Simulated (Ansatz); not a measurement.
## BAs

Level of theory: DFT, PBE, scalar-relativistic, no spin polarisation; plane waves to 420 eV with PAW datasets (Ansatz 0.2.0), Γ-centred 12×12×12 mesh, 0.05 eV Gaussian smearing; PAW files: Ansatz's generated set soft_2.

```
CELL_PARAMETERS angstrom
0.00000 2.40376 2.40376
2.40376 0.00000 2.40376
2.40376 2.40376 0.00000
ATOMIC_POSITIONS crystal
B 0.00000 0.00000 0.00000
As 0.75000 0.75000 0.75000
```

The chain of runs began from a cell as deposited in COD, expanded in volume.

```
Space group                                           : F-43m (No. 216)
Volume                                                : 13.89 Å³/atom
Band gap                                              : 1.20 eV
Smallest direct gap                                   : 3.26 eV
Bader charges                                         : B 0.12; As -0.12 e
Formation energy from the elements (0 K, uncorrected) : -0.03 eV/atom
Bulk modulus (Birch–Murnaghan)                        : 131 GPa
Pressure derivative B0′                               : 4.1
```

Within 0.6 eV of the edges the projected states are 54 % B 2p at the top of the valence band and 38 % B 2p at the bottom of the conduction band. The conduction edge mixes several shells, so no single label fits the gap.

**The experiment.** The Crystallography Open Database holds a cell as deposited of cubic BAs (space group F-43m), temperature not stated (1963): a = 4.777 Å, 13.63 Å³/atom.

From “Basic Physical Properties of Cubic Boron Arsenide”, 2019, arxiv:1911.11281, for a bulk crystal of BAs: band gap 1.82 eV (indirect) at 300 K; bulk modulus 148 GPa.

**Comparison.** The computed cell (4.808 Å, 13.89 Å³/atom) differs from the database's by +1.9 % in volume, about +0.6 % in length. PBE usually overestimates volumes by a few per cent. A measured gap of BAs is 1.82 eV (indirect; 300 K; “Basic Physical Properties of Cubic Boron Arsenide”, 2019, arxiv:1911.11281); the calculated 1.20 eV misses it by -0.62 eV. Kohn–Sham gaps of semilocal functionals mostly fall below measured ones. Temperature and excitons aren't in the calculation. A measured bulk modulus of BAs is 148 GPa (quoted in “Basic Physical Properties of Cubic Boron Arsenide”, 2019, arxiv:1911.11281); the calculated 131 GPa misses it by -11.2 %. Bulk moduli follow the volume steeply: with B0′ near 4, a cell 1 % too large is about 4 % too soft, and one too small too stiff.

Kohn–Sham gaps of semilocal functionals lie under measured ones, often by a third or more.
